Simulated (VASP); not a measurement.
Runs of VASP 6.6.1 on NaF. The structure is cubic, space group Fm-3m (No. 225). The conventional cell has a = 4.549 Å, b = 4.549 Å, c = 4.549 Å, α = 90.00°, β = 90.00°, γ = 90.00°. Na (site symmetry m-3m) has 6 F at 2.27 Å as nearest neighbours. F (site symmetry m-3m) has 6 Na at 2.27 Å as nearest neighbours. The cell was built by a generator and needn't be a form met in nature.

| task | level | spin | k mesh | grid for exact exchange (PRECFOCK) | screening parameter | gap on the mesh (eV) | pressure (GPa) |
| --- | --- | --- | --- | --- | --- | --- | --- |
| electrostatic potential | PBE | off | 10 × 10 × 10 | - | - | 6.61 | 5.5 |
| band structure | r2SCAN+rVV10 | off | 10 × 10 × 10 | - | - | 7.42 | (a) |
| electrostatic potential | HSE06 | off | 8 × 8 × 8 | Fast | 0.2 1/A | 8.82 | 3.5 |
| band structure | HSE06 | off | 8 × 8 × 8 | Fast | 0.2 1/A | 8.82 | 3.5 |

Alike in all rows: potentials or basis VASP PAW PBE potentials, release 64 (Na_pv, F); cell as given; cutoff (eV) 520; smearing gaussian 0.02 eV.

Q: Estimate the missing entries.

A: (a) 0.1.

Caveats: the PAW data sets were made with another functional, which shifts forces and pressure a little (some runs).

A k mesh can miss the band edges.
